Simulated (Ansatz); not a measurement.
Input and command of a plane-wave DFT calculation in Ansatz:

```yaml
crystal:
  lattice:
    - [4.3009100577, 0.0, 0.0]
    - [0.0, 5.2718707868, 0.0]
    - [0.0, 0.0, 4.3385385769]
  atoms:
    - { symbol: Al, position: [0.0, 0.0, 0.664228416] }
    - { symbol: Al, position: [0.5, 0.5, 0.335771584] }
    - { symbol: Cu, position: [0.0, 0.5, 0.6680840759] }
    - { symbol: Cu, position: [0.5, 0.0, 0.3319159241] }
    - { symbol: Cu, position: [0.0, 0.251018889, 0.1639074279] }
    - { symbol: Cu, position: [0.0, 0.748981111, 0.1639074279] }
    - { symbol: Cu, position: [0.5, 0.248981111, 0.8360925721] }
    - { symbol: Cu, position: [0.5, 0.751018889, 0.8360925721] }
basis:
  ecutwfc: 420
kpoints:
  mp_grid: { grid: [10, 8, 10] }
hamiltonian:
  xc: pbesol
scf:
  occupations: { method: gaussian, width: 0.15 }
output:
  forces: true
  stress: true
  eigenvalues: true
```

```bash
ansatz run input.yaml --threads 2 --pin off --max-ram 5120MiB --backend cpu --events-out ev --progress --plain --runs-dir out
```

Processor: Intel(R) Xeon(R) Platinum 8375C CPU @ 2.90GHz (Ice Lake), 2 threads, on a host shared with other jobs.

Task: How long does it run, and how much memory does it take?

Result: About 25 s on 2 threads of Intel(R) Xeon(R) Platinum 8375C CPU @ 2.90GHz (Ice Lake), with other jobs on the host, peak memory 1.1 GiB. It solves 72 bands at 180 k points (the mesh reduced by the symmetry that the task leaves, which can be less than the crystal's) with about 1921 plane waves, in 8 SCF iterations.
